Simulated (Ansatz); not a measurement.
A 2-atom cell of ZnS started from a crystallographic database, relaxed with r2SCAN, was run in the PAW code Ansatz under altered settings. All numbers are computed, without spin polarisation but where a row says otherwise.

```yaml
crystal:
  lattice:
    - [0.00000, 2.69410, 2.69410]
    - [2.69410, 0.00000, 2.69410]
    - [2.69410, 2.69410, 0.00000]
  atoms:
    - { symbol: Zn, position: [0.25000, 0.25000, 0.25000] }
    - { symbol: S, position: [0.00000, 0.00000, 0.00000] }
```

The base run's other keys:
```yaml
kpoints:
  mp_grid: { grid: [6, 6, 6] }
hamiltonian:
  xc: pbesol
scf:
  occupations: { method: fixed }
  n_extra_bands: 4
```

It takes 6 iterations with 749 plane waves at 420 eV and 16 k points, and leaves a mean stress of -1.32 GPa. The gap over this mesh is 2.009 eV. It ran on 4 threads of Arm Neoverse N1 (shared host).

Outcomes, with energy and stress as changes against the base:
```tsv
setting	outcome	ΔF (meV/atom)	Δ mean stress (GPa)	gap on the mesh (eV)	iterations	wall time
scf.convergence.dr2_threshold: 1e-12	converged	0.0	0.00	2.008	8	0.77 s
hamiltonian.xc: lda	converged	–	-2.62	1.895	6	0.66 s
scf.mixing.ndim: 30	converged	0.0	0.00	2.009	6	0.71 s
basis.ecutrho_ratio: 8	converged	0.0	0.00	2.009	6	0.82 s
hamiltonian.xc: r2scan (cutoff then 500 eV)	converged	–	+1.38	2.705	6	1.5 s
basis.xc_grid: 3	converged	0.0	0.00	2.009	6	0.77 s
scf.mixing.beta: 1.0	converged	0.0	0.00	2.009	6	0.75 s
kpoints.mp_grid.grid: [5, 5, 5]	converged	+4.7	+0.06	2.006	6	0.63 s
crystal.symmetry.detect: false	converged	0.0	0.00	2.009	6	2.5 s
scf.mixing.beta: 0.05	converged	0.0	0.00	2.009	7	0.75 s
scf.occupations: cold 0.001	converged	0.0	0.00	2.008	6	0.79 s
kpoints.mp_grid.shift: [0, 0, 0.5]	converged, warned	-1.8	-0.02	2.563	6	0.94 s
scf.mixing.preconditioner: kerker	converged	0.0	0.00	2.009	7	0.76 s
scf.n_bands: 12	refused	–	–	–	–	0.03 s
```
A dash marks a value that wasn't obtained or can't be compared. Stress is positive in compression. Its mean hides that meshes of lower symmetry stress the axes unequally. The base took 0.72 s.

- hamiltonian.xc: lda. The mean stress moves by -2.62 GPa and the gap on the mesh by -0.114 eV (to 1.895). It's another functional on the same cell, so totals aren't comparable.
- hamiltonian.xc: r2scan. The cutoff follows the functional, from 420 to 500 eV. The mean stress moves by +1.38 GPa and the gap on the mesh by +0.696 eV (to 2.705). It's another functional on the same cell, so totals aren't comparable.
- kpoints.mp_grid.grid: [5, 5, 5]. The free energy moves by +4.7 meV an atom, the mean stress by +0.06 GPa and the gap on the mesh by -0.002 eV (to 2.006). The mesh is too coarse.
- kpoints.mp_grid.shift: [0, 0, 0.5]. The free energy moves by -1.8 meV an atom, the mean stress by -0.02 GPa and the gap on the mesh by +0.555 eV (to 2.563). The mesh breaks the crystal's symmetry, so the stress, and any force that symmetry no longer fixes, lose it too. The gap changes mostly because other points are sampled; a mesh that misses a band edge overestimates it. Warned: symmetry narrowed by mesh.
- scf.n_bands: 12. The input is refused before any iteration. Error: YAML parse error: line 16 column 3: unknown field `n_bands`, expected one of max_iter, algorithm, n_extra_bands, self_checks, convergence, lower_state_search, omitted_lower_state_checks, lower_solution_reach, mixing, occupations, eigensolver, initial_density, exx

Within 1 meV an atom, 0.1 GPa and 0.005 eV of the base stay: scf.convergence.dr2_threshold: 1e-12; scf.mixing.ndim: 30; basis.ecutrho_ratio: 8; basis.xc_grid: 3; scf.mixing.beta: 1.0; crystal.symmetry.detect: false; scf.mixing.beta: 0.05; scf.occupations: cold 0.001; scf.mixing.preconditioner: kerker.
